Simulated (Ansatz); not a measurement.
# Re: the cost of one run

Program: Ansatz 0.2.0. Level of theory: DFT PBE, scalar-relativistic. These are calculated values, not measurements.

**1. Starting point**

The structure is trigonal, space group R-3m (No. 166). The conventional cell has a = 2.768 Å, b = 2.768 Å, c = 20.096 Å, α = 90.00°, β = 90.00°, γ = 120.00°. Around Re (site symmetry -3m) lie 12 Re at 2.75 to 2.77 Å. Re (site symmetry 3m) has 12 Re at 2.74 to 2.77 Å as nearest neighbours.

Structure file:

```cif
data_structure
_symmetry_space_group_name_H-M 'R-3m:H'
_symmetry_Int_Tables_number 166
_cell_length_a 2.7678
_cell_length_b 2.7678
_cell_length_c 20.0958
_cell_angle_alpha 90.000
_cell_angle_beta 90.000
_cell_angle_gamma 120.000
_cell_volume 133.33
loop_
_atom_site_label
_atom_site_type_symbol
_atom_site_symmetry_multiplicity
_atom_site_Wyckoff_symbol
_atom_site_fract_x
_atom_site_fract_y
_atom_site_fract_z
_atom_site_occupancy
Re1 Re 3 a 0.00000 0.00000 0.00000 1
Re2 Re 6 c 0.33333 0.66667 0.88884 1
```

The file gives the conventional cell by its symmetry; the runs use the cell typed in the input.

Atoms are numbered in the order of the input: Re1, Re2, Re3.

**2. Volume × 0.96, LAPW**

input.yaml reads:

```yaml
crystal:
  lattice:
    - [1.3652191954, 0.78820967, 6.6080752596]
    - [-1.3652191954, 0.78820967, 6.6080752596]
    - [0.0, -1.5764193399, 6.6080752596]
  atoms:
    - { symbol: Re, position: [0.0, 0.0, 0.0] }
    - { symbol: Re, position: [0.22217388, 0.22217388, 0.22217388] }
    - { symbol: Re, position: [0.77782612, 0.77782612, 0.77782612] }
kpoints:
  mp_grid: { grid: [15, 15, 15] }
  band_path:
    path:
      - [0.0, 0.0, 0.0]
      - [0.5, 0.5, 0.5]
      - [0.823848225, 0.176151775, 0.5]
      - [0.5, -0.176151775, 0.176151775]
      - [0.5, 0.0, 0.0]
      - [0.0, 0.0, 0.0]
      - [0.3380758875, -0.3380758875, 0.0]
      - [0.6619241125, 0.0, 0.3380758875]
      - [0.5, 0.0, 0.5]
    npoints: 5
scf:
  occupations: { method: fermi_dirac, width: 0.05 }
hamiltonian:
  xc: pbe
  pseudopotentials: { kind: all_electron, lapw: { basis_error: 0.0005 } }
output:
  forces: true
  stress: true
  eigenvalues: true
```

Started as:

```sh
$ ansatz run input.yaml --threads 1 --pin off --max-ram 6144MiB --backend cpu --events-out ev --progress --plain --runs-dir out
```

Q: Estimate wall time and peak memory on 1 thread of Intel Xeon Platinum 8488C (Sapphire Rapids), shared host.

About 8.8 min, with a peak of 2.7 GiB.
